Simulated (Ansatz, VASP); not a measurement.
One calculation of ZnSe, two programs

```
CELL_PARAMETERS angstrom
0.00000 2.86592 2.86592
2.86592 0.00000 2.86592
2.86592 2.86592 0.00000
ATOMIC_POSITIONS crystal
Zn 0.00000 0.00000 0.00000
Se 0.75000 0.75000 0.75000
```

Alike in both runs: task single point; functional PBE; k mesh 10 × 10 × 10; occupations gaussian, width 0.05 eV; no spin polarisation.

|  | VASP | Ansatz |
| --- | --- | --- |
| version | VASP 6.6.1 | Ansatz 0.2.0 |
| potentials or method | VASP PAW PBE potentials, release 64 (Zn, Se) | scalar-relativistic, plane waves, PAW |
| plane-wave cutoff (eV) | 520 | 420 |
| valence electrons in the cell | 18 | 28 |

Ansatz gave:

| Item | Value |
| --- | --- |
| gap on the k mesh at the Fermi level (eV) | 1.15 |
| least direct gap on the mesh (eV) | 1.15 |
| pressure (GPa) | 0.0 |

Task: What did VASP give for the same quantities?

Result: gap on the k mesh at the Fermi level (eV): 1.16; least direct gap on the mesh (eV): 1.16; pressure (GPa): 0.2.

The functional is the same, so the differences come from potentials, cutoffs and numerics. The two sets of potentials don't hold the same shells in valence.

Expect the measured gap to be larger: semilocal functionals such as PBE lack the derivative discontinuity.
